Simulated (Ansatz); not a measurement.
# SrO (Fm-3m) in Ansatz: settings compared

The runs below take SrO through band structure, with r2SCAN50, HF, r2SCAN0, r2SCANh.

Everything below comes from runs of Ansatz 0.2.0. Logs are shortened: lines on timing, memory, paths and dates and some standing lists are left out, and cuts for length are marked.

### 1 The crystal as given

It takes space group Fm-3m (No. 225, cubic). The conventional cell has a = 5.133 Å, b = 5.133 Å, c = 5.133 Å, α = 90.00°, β = 90.00°, γ = 90.00°. Sr (site symmetry m-3m) is surrounded by 6 O at 2.57 Å. O (site symmetry m-3m) is surrounded by 6 Sr at 2.57 Å.

### 2 Band structure, r2SCAN50

input.yaml

```yaml
crystal:
  lattice:
    - [0.0, 2.5663, 2.5663]
    - [2.5663, 0.0, 2.5663]
    - [2.5663, 2.5663, 0.0]
  atoms:
    - { symbol: Sr, position: [0.5, 0.5, 0.5] }
    - { symbol: O, position: [0.0, 0.0, 0.0] }
hamiltonian:
  xc: r2scan50
  pseudopotentials: { kind: paw }
kpoints:
  mp_grid: { grid: [5, 5, 5] }
  band_path:
    path:
      - [[0.0, 0.0, 0.0], [0.5, 0.0, 0.5], [0.5, 0.25, 0.75], [0.375, 0.375, 0.75], [0.0, 0.0, 0.0], [0.5, 0.5, 0.5], [0.625, 0.25, 0.625], [0.5, 0.25, 0.75], [0.5, 0.5, 0.5], [0.375, 0.375, 0.75]]
      - [[0.625, 0.25, 0.625], [0.5, 0.0, 0.5]]
    npoints: 4
scf:
  occupations: { method: fermi_dirac, width: 0.05 }
  n_extra_bands: 6
output:
  forces: true
  stress: true
  eigenvalues: true
  fatbands: false
```

Potentials or basis: Ansatz PAW.

The run is started by

```bash
ansatz run input.yaml --threads 2 --pin off --max-ram 5632MiB --backend cpu --events-out ev --progress --plain --runs-dir out
```

The log of the run:

```text
Warning: output.stress: scf.convergence.dr2_threshold = 1e-7 eV (the SCF's general default) is looser than the 2e-10 eV advised for a printed stress (1e-10 eV for each atom of the cell: 2). What an SCF threshold leaves in a stress goes as its square root, and in the free energy as the threshold itself, and one threshold admits the most on a small cell: of the crystals measured, under no hybrid functional and no lock of the moments, on runs that ended without the residual-converged pass, on stresses that held no estimate of that error, the worst erred by over 100 MPa in a component at 1e-7 eV an atom and by under 5 at 1e-10. Set scf.convergence.dr2_threshold to 2e-10 eV or tighter. The threshold is an SCF's pass mark: one that does not reach it within its budget of iterations ends unconverged, or closes short of it on a stop that the run arms, and scf.convergence.dr2_threshold's page says what that costs each kind of run
Warning: output.stress: scf.exx.energy_threshold = 1e-6 eV is looser than the 2e-8 eV advised for a stress under a hybrid functional (1e-8 eV for each atom of the cell: 2). Every SCF of the exchange loop can meet its threshold on dr2 while the loop round them stops early: no threshold on dr2 bounds what that leaves in the stress. Set scf.exx.energy_threshold to 2e-8 eV or tighter. The threshold is the loop's pass mark: a loop that does not reach it within its budget of cycles ends unconverged, and scf.exx.energy_threshold's page has the law
Warning: RAYON_NUM_THREADS=2 ignored (pool sized by the plan → 2); use --threads N
scf.n_extra_bands = 6 over 8 filled bands (N_el = 16.0): the run solves 14 bands
Engine: ansatz 0.2.0, aarch64-unknown-linux-gnu
Pseudopotentials: kind: paw
Pseudopotential: Sr, paw, valence charge 10, recommended cutoff 500 eV (meta_gga), Sr.paw.azcp
Pseudopotential: O, paw, valence charge 6, recommended cutoff 500 eV (meta_gga), O.paw.azcp
Functional definition: r2SCAN50
  parameter a = 0.5
  parameter k0 = 0.174
  parameter k1 = 0.065
  parameter a1 = 4.9479
  exchange = (1 - a)*r2scan_x(k0 = k0, k1 = k1, a1 = a1) + a*exact_x
  correlation = r2scan_c
Crystal: 2 atoms, lattice volume = 33.803 Å³
Basis set: ecut = 500 eV, 869 PW (Γ), exchange–correlation on 108×108×108 points (64 copies of the dense FFT grid, shifted against one another)
Bands: 14, of which v1, the nominal top of the filled ones, is band 8 counted from 1 (7 counted from 0)
Symmetry: 48 space group operations
Space group: Fm-3m (ITA 225), of the structure as read, at distance tolerance 3.2e-5 Å
k-points: 10 of 125
Non-local potential: Sr, projectors of the file, l = 0: 3, l = 1: 2, l = 2: 2
Non-local potential: O, projectors of the file, l = 0: 2, l = 1: 2, l = 2: 1
PAW form: soft (Blöchl's): semilocal exchange-correlation on the pseudo side does not see the compensation charge
PAW frozen core: Sr, regenerated for the run's functional, and the local potential with it (the file was generated under x = pbe(κ = 0.804, μ = 0.2195149727645171), c = pbe(β = 0.06672455060314922))
PAW frozen core: O, regenerated for the run's functional, and the local potential with it (the file was generated under x = pbe(κ = 0.804, μ = 0.2195149727645171), c = pbe(β = 0.06672455060314922))
PAW one-centre angular grid: Sr, 302 points (default); XC on 160 Gauss nodes
PAW one-centre angular grid: O, 302 points (default); XC on 160 Gauss nodes
Initial density: superposition of atomic densities (neutral atoms: chi_scale 0, normalization atom), corrected by the library's trained network
Initial wavefunctions: pseudopotential atomic-orbital guess
Functional: x = r2scan, c = r2scan; τ floored in thin density (d = 2e-4 eV/Å³), warm-up for x = 0.5 r2scan + 0.5 exact, c = r2scan; τ floored in thin density (d = 2e-4 eV/Å³)
SCF iter   1: F=—  HF=-4126.972456 eV  |F-HF|=—  |Δ(HF+E_count)|=         —  Δρ=8.56e-3  dr2=3.30e-2  dr2_τ=5.60e-2  ethr=1.77e-3  ⟨swp⟩=8.5  Hψ=742  notcnv=0
preconditioner: auto → none  [insulator: Δε(μ)=4.229 eV  Ē_g=18.572 eV  σ=0.050 eV  W_gap=1.00  n_scr=8 (ndim 8)  ℏωp=23.9 eV  f_vac=0.000  D(μ)=0.00/eV (n_scr^D=0)]
SCF iter   2: F=—  HF=-4127.055394 eV  |F-HF|=—  |Δ(HF+E_count)|=   8.29e-2  Δρ=8.10e-3  dr2=1.22e-2  dr2_τ=3.28e-3  ethr=2.06e-4  ⟨swp⟩=4.0  Hψ=416  notcnv=0  defer=2
iter 3 solved again at ethr=6.52e-6 eV; its pass at ethr=7.61e-5 eV (dr2=1.04e-3 eV) is discarded
SCF iter   3: F=-4127.052590 eV  HF=-4127.052914 eV  |F-HF|=3.24e-4  |Δ(HF+E_count)|=   2.48e-3  Δρ=2.32e-3  dr2=1.04e-3  dr2_τ=1.23e-4  ethr=6.52e-6  ⟨swp⟩=2.1  Hψ=519  notcnv=0
SCF 1 stopped early in 3 iterations: F = -4127.052590 eV  dr2 = 1.04e-3
Initial density: handed on by an earlier stage of this run
Initial wavefunctions: those handed on with the density
Functional: x = 0.5 r2scan + 0.5 exact, c = r2scan; τ floored in thin density (d = 2e-4 eV/Å³)
Frozen-core exchange: fock
SCF iter   1: F=—  HF=-4125.697999 eV  |F-HF|=—  |Δ(HF+E_count)|=         —  Δρ=9.65e-3  dr2=4.59e-2  dr2_τ=1.45e-3  ethr=6.49e-5  ⟨swp⟩=5.2  Hψ=552  notcnv=0
preconditioner: auto → none  [insulator: Δε(μ)=8.360 eV  Ē_g=24.016 eV  σ=0.050 eV  W_gap=1.00  n_scr=8 (ndim 8)  ℏωp=23.9 eV  f_vac=0.000  D(μ)=0.00/eV (n_scr^D=0)]
SCF iter   2: F=—  HF=-4125.682075 eV  |F-HF|=—  |Δ(HF+E_count)|=   1.59e-2  Δρ=7.52e-3  dr2=1.13e-2  dr2_τ=2.45e-3  ethr=6.49e-5  ⟨swp⟩=3.5  Hψ=389  notcnv=0
SCF iter   3: F=—  HF=-4125.698761 eV  |F-HF|=—  |Δ(HF+E_count)|=   1.67e-2  Δρ=3.53e-3  dr2=3.41e-3  dr2_τ=1.67e-4  ethr=4.76e-5  ⟨swp⟩=3.1  Hψ=312  notcnv=0
SCF iter   4: F=—  HF=-4125.697392 eV  |F-HF|=—  |Δ(HF+E_count)|=   1.37e-3  Δρ=1.13e-3  dr2=1.00e-3  dr2_τ=3.95e-5  ethr=1.69e-5  ⟨swp⟩=2.2  Hψ=228  notcnv=0
Mixer restart at iter 4: flushing history
SCF iter   5: F=—  HF=-4125.698714 eV  |F-HF|=—  |Δ(HF+E_count)|=   1.32e-3  Δρ=1.37e-3  dr2=7.33e-4  dr2_τ=4.89e-5  ethr=2.23e-6  ⟨swp⟩=3.2  Hψ=265  notcnv=0
SCF iter   6: F=—  HF=-4125.698488 eV  |F-HF|=—  |Δ(HF+E_count)|=   2.26e-4  Δρ=4.87e-4  dr2=7.78e-5  dr2_τ=2.13e-5  ethr=2.23e-6  ⟨swp⟩=3.1  Hψ=275  notcnv=0
SCF iter   7: F=—  HF=-4125.698535 eV  |F-HF|=—  |Δ(HF+E_count)|=   4.68e-5  Δρ=3.54e-4  dr2=2.93e-5  dr2_τ=3.27e-6  ethr=2.94e-7  ⟨swp⟩=2.1  Hψ=222  notcnv=0  defer=1
SCF iter   8: F=-4125.698522 eV  HF=-4125.698526 eV  |F-HF|=3.77e-6  |Δ(HF+E_count)|=   9.00e-6  Δρ=1.06e-4  dr2=4.45e-6  dr2_τ=3.49e-7  ethr=1.65e-7  ⟨swp⟩=3.1  Hψ=276  notcnv=0
SCF 2 stopped early in 8 iterations: F = -4125.698522 eV  dr2 = 4.45e-6
hybrid outer 1: dexx = +2.500e-2 eV, tail = 6.35e-5 eV
Frozen-core exchange: fock
SCF iter   1: F=—  HF=-4125.698731 eV  |F-HF|=—  |Δ(HF+E_count)|=         —  Δρ=8.91e-5  dr2=7.64e-7  dr2_τ=7.19e-7  ethr=1.99e-6  ⟨swp⟩=3.6  Hψ=372  notcnv=0
preconditioner: auto → none  [insulator: Δε(μ)=8.182 eV  Ē_g=23.944 eV  σ=0.050 eV  W_gap=1.00  n_scr=8 (ndim 8)  ℏωp=23.9 eV  f_vac=0.002  D(μ)=0.00/eV (n_scr^D=0)]
SCF iter   2: F=—  HF=-4125.698733 eV  |F-HF|=—  |Δ(HF+E_count)|=   1.53e-6  Δρ=5.16e-5  dr2=3.97e-7  dr2_τ=6.34e-8  ethr=3.46e-9  ⟨swp⟩=4.1  Hψ=319  notcnv=0
SCF iter   3: F=—  HF=-4125.698733 eV  |F-HF|=—  |Δ(HF+E_count)|=   4.41e-8  Δρ=2.01e-5  dr2=6.65e-8  dr2_τ=1.26e-8  ethr=2.15e-9  ⟨swp⟩=3.2  Hψ=273  notcnv=0
SCF iter   4: F=—  HF=-4125.698733 eV  |F-HF|=—  |Δ(HF+E_count)|=   1.01e-8  Δρ=9.06e-6  dr2=2.13e-8  dr2_τ=3.10e-9  ethr=3.53e-10  ⟨swp⟩=2.5  Hψ=267  notcnv=0  defer=3
SCF iter   5: F=-4125.698733 eV  HF=-4125.698733 eV  |F-HF|=4.47e-10  |Δ(HF+E_count)|=   6.51e-9  Δρ=1.63e-6  dr2=5.70e-10  dr2_τ=1.29e-10  ethr=1.19e-10  ⟨swp⟩=3.2  Hψ=292  notcnv=0  defer=2
SCF 3 converged in 5 iterations: F = -4125.698733 eV  dr2 = 5.70e-10
  Residual-converged pass: ⟨swp⟩=3.0  Hψ=281  notcnv=0  max |occ|·‖R‖ = 2.3e-6 eV (tolerance 2.4e-6 eV)  dr2=5.83e-10  dr2_τ=1.50e-10  dr2_onsite=7.04e-11  max |Δocc| = 0.0e0
hybrid outer 2: dexx = +2.265e-6 eV, tail = 1.01e-7 eV, Δε = 6.13e-3 eV (about 2.81e-4 eV left of the loop's levels)
Frozen-core exchange: fock
SCF iter   1: F=—  HF=-4125.698733 eV  |F-HF|=—  |Δ(HF+E_count)|=         —  Δρ=1.25e-5  dr2=2.36e-8  dr2_τ=4.61e-9  ethr=3.14e-9  ⟨swp⟩=4.4  Hψ=363  notcnv=0
preconditioner: auto → none  [insulator: Δε(μ)=8.181 eV  Ē_g=23.944 eV  σ=0.050 eV  W_gap=1.00  n_scr=8 (ndim 8)  ℏωp=23.9 eV  f_vac=0.002  D(μ)=0.00/eV (n_scr^D=0)]
SCF iter   2: F=-4125.698733 eV  HF=-4125.698733 eV  |F-HF|=7.90e-10  |Δ(HF+E_count)|=   4.12e-9  Δρ=3.62e-6  dr2=2.34e-9  dr2_τ=7.16e-10  ethr=1.41e-10  ⟨swp⟩=3.2  Hψ=256  notcnv=0  defer=2
SCF 4 converged in 2 iterations: F = -4125.698733 eV  dr2 = 2.34e-9
  Residual-converged pass: ⟨swp⟩=3.3  Hψ=276  notcnv=0  max |occ|·‖R‖ = 2.2e-6 eV (tolerance 2.4e-6 eV)  dr2=2.35e-9  dr2_τ=7.06e-10  dr2_onsite=1.87e-10  max |Δocc| = 0.0e0
hybrid outer 3: dexx = +6.269e-9 eV, tail = 6.81e-9 eV, Δε = 1.34e-4 eV (about 3.58e-5 eV left of the loop's levels), ΔF = 3.29e-30 eV/Å (tail inf)
NSCF: frozen V_eff on 42 k-points
hybrid SCF converged: 3 outer / 15 inner (+3 warm-up), last move |dexx| = 6.27e-9 eV, tail = 6.81e-9 eV
Stability not checked: this state was not tested for a lower state beside it, because the functional holds exact exchange (a hybrid, or Hartree-Fock), whose exchange loop this test does not read (fock_operator; see scf.lower_state_search)
Free energy (F): -4125.698733 eV
Frozen-core exchange: fock
Harris-Foulkes:  -4125.698733 eV  (|F-HF|=7.90e-10)
Internal energy: -4125.698733 eV  (E = F + TS)
E sigma→0 (E₀):  -4125.698733 eV
Fermi energy:    8.960806 eV
--- Per-component energies (eV) ---
  E_band       = -129.471127
  E_kinetic    = 425.385486
  E_local      = -860.810364  (includes V_loc(G=0)·N_el)
  E_nonlocal   = 247.114108
  E_hartree    = 234.886509
  E_xc         = -130.371301
  E_vxc        = -148.675050  (∫ρ·V_xc dr)
  E_exx        = -99.594256  (= α·E_x^exact, valence–valence)
  E_paw        = -2883.389542  (= ΣΔE_a)
  E_vpaw       = -67.948679  (= ΣTr[D̂ρ^β])
  E_aug_tail   = 0.001009  (compensation charges beyond the density's cutoff)
  E_vtau       = 4.878085  (kinetic-family band-sum trace: ∫τ·v_τ [+ j·A + Jᵃ·Aᵃ] dr)
  E_ewald      = -1058.117221
  E_core_change = -0.803159  (= ΣΔE_core)
  E_smearing   = -0.000000  (= −TS)
  E_closure    = -0.000001  (closes the sum)
  Σ components = -4125.698733   (vs F -4125.698733, Δ=9.09e-13)
--- Forces (eV/Å), atoms counted from 1 ---
  atom   1  Sr    -0.00000000     0.00000000    -0.00000000
  atom   2  O      0.00000000     0.00000000     0.00000000
  max |Σ_I F_I| component: 2.43e-30 eV/Å
--- Stress (GPa, compression-positive) ---
       -1.077640      -0.000000       0.000000
        0.000000      -1.077640       0.000000
        0.000000      -0.000000      -1.077640
  P = ⅓ Tr σ = -1.0776 GPa (-10.776 kbar)
--- Band table (eV; the first three rows and the last of 10) ---
  k-point 0: bands = ["-31.4647", "-13.4141", "-10.2895", "-10.2895", "-10.2895", "4.8740", "4.8740", "4.8740", "13.5862", "16.2789", "16.2789", "16.2789", "18.7532", "18.7532"]
  k-point 1: bands = ["-31.4073", "-13.8568", "-10.3158", "-10.3158", "-9.9680", "3.8952", "4.3956", "4.3956", "15.2543", "15.9187", "17.1336", "17.1336", "19.8748", "19.8748"]
  k-point 2: bands = ["-31.3126", "-14.4497", "-10.3575", "-10.3575", "-9.5736", "2.6795", "3.7203", "3.7203", "16.4051", "17.7586", "18.9867", "18.9867", "22.2129", "22.2129"]
  k-point 9: bands = ["-31.2601", "-13.9522", "-10.9263", "-10.8938", "-10.0039", "3.5592", "4.1042", "4.4743", "15.0924", "17.0617", "19.1949", "21.0512", "22.0700", "23.6569"]
```

It took 1.9 min on 2 threads of Arm Neoverse V1, shared host; peak memory 0.73 GiB.

Results:

```
Free energy             : -4125.6987 eV
Pressure                : -1.1 GPa
Band gap on the k mesh  : 8.18 eV, indirect (least direct gap 8.30 eV)
Band gap along the path : 7.97 eV, indirect (least direct gap 8.07 eV)
```

Levels at the corners of the path, in eV from the valence-band top:
```
point  band 6  band 7  band 8  band 9  band 10  band 11
    Γ    0.00    0.00    0.00    8.71    11.40    11.40
    X   -0.48   -0.09   -0.09    7.97    13.27    15.68
    W   -1.28   -0.45   -0.45   11.04    11.04    14.23
    K   -1.03   -0.64   -0.50    9.64    13.17    14.35
    Γ    0.00    0.00    0.00    8.71    11.40    11.40
    L   -2.37   -1.26   -1.26   11.76    13.25    14.53
    U   -1.03   -0.64   -0.50    9.64    13.17    14.35
    W   -1.28   -0.45   -0.45   11.04    11.04    14.23
    L   -2.37   -1.26   -1.26   11.76    13.25    14.53
    K   -1.03   -0.64   -0.50    9.64    13.17    14.35
    U   -1.03   -0.64   -0.50    9.64    13.17    14.35
    X   -0.48   -0.09   -0.09    7.97    13.27    15.68
```

Caveat: the k mesh is coarse (spacing up to 0.42 Å⁻¹), so the values aren't converged, least of all with exact exchange; the k mesh misses the band edges, so the gap on the mesh is wider than the one along the path; the PAW data sets come from PBE, with cores solved anew for the run's functional, which leaves a small shift of forces and pressure; the thresholds are loose for stress.

### 3 Band structure, HF

input.yaml, as its differences from that of step 2:

```diff
@@ -9,3 +9,3 @@
 hamiltonian:
-  xc: r2scan50
+  xc: hf
   pseudopotentials: { kind: paw }
```

Potentials or basis: Ansatz PAW.

The run is started by

```bash
ansatz run input.yaml --threads 2 --pin off --max-ram 5632MiB --backend cpu --events-out ev --progress --plain --runs-dir out
```

Wall time 73 s (2 threads of Arm Neoverse V1, shared host); peak memory 0.57 GiB.

Results (log left out):

| Item | Value |
| --- | --- |
| Free energy | -4065.1676 eV |
| Pressure | 5.4 GPa |
| Band gap on the k mesh | 13.10 eV, indirect (least direct gap 13.20 eV) |
| Band gap along the path | 12.88 eV, indirect (least direct gap 12.96 eV) |

Levels at the corners of the path, in eV from the valence-band top:
| point | band 5 | band 6 | band 7 | band 8 | band 9 | band 10 | band 11 | band 12 |
| --- | --- | --- | --- | --- | --- | --- | --- | --- |
| Γ | -15.88 | 0.00 | 0.00 | 0.00 | 13.72 | 16.53 | 16.53 | 16.53 |
| X | -16.36 | -0.44 | -0.08 | -0.08 | 12.88 | 18.62 | 21.06 | 21.53 |
| W | -15.64 | -1.36 | -0.41 | -0.41 | 16.12 | 16.12 | 19.68 | 22.77 |
| K | -15.96 | -1.03 | -0.66 | -0.46 | 14.62 | 18.42 | 19.79 | 21.44 |
| Γ | -15.88 | 0.00 | 0.00 | 0.00 | 13.72 | 16.53 | 16.53 | 16.53 |
| L | -15.26 | -2.42 | -1.32 | -1.32 | 16.93 | 18.33 | 19.97 | 19.97 |
| U | -15.96 | -1.03 | -0.66 | -0.46 | 14.62 | 18.42 | 19.79 | 21.44 |
| W | -15.64 | -1.36 | -0.41 | -0.41 | 16.12 | 16.12 | 19.68 | 22.77 |
| L | -15.26 | -2.42 | -1.32 | -1.32 | 16.93 | 18.33 | 19.97 | 19.97 |
| K | -15.96 | -1.03 | -0.66 | -0.46 | 14.62 | 18.42 | 19.79 | 21.44 |
| U | -15.96 | -1.03 | -0.66 | -0.46 | 14.62 | 18.42 | 19.79 | 21.44 |
| X | -16.36 | -0.44 | -0.08 | -0.08 | 12.88 | 18.62 | 21.06 | 21.53 |

Caveat: the k mesh is coarse (spacing up to 0.42 Å⁻¹), so the values aren't converged, least of all with exact exchange; the k mesh misses the band edges, so the gap on the mesh is wider than the one along the path; the PAW data sets come from PBE, with cores solved anew for the run's functional, which leaves a small shift of forces and pressure; the thresholds are loose for stress.

[end of part 1 of 2]
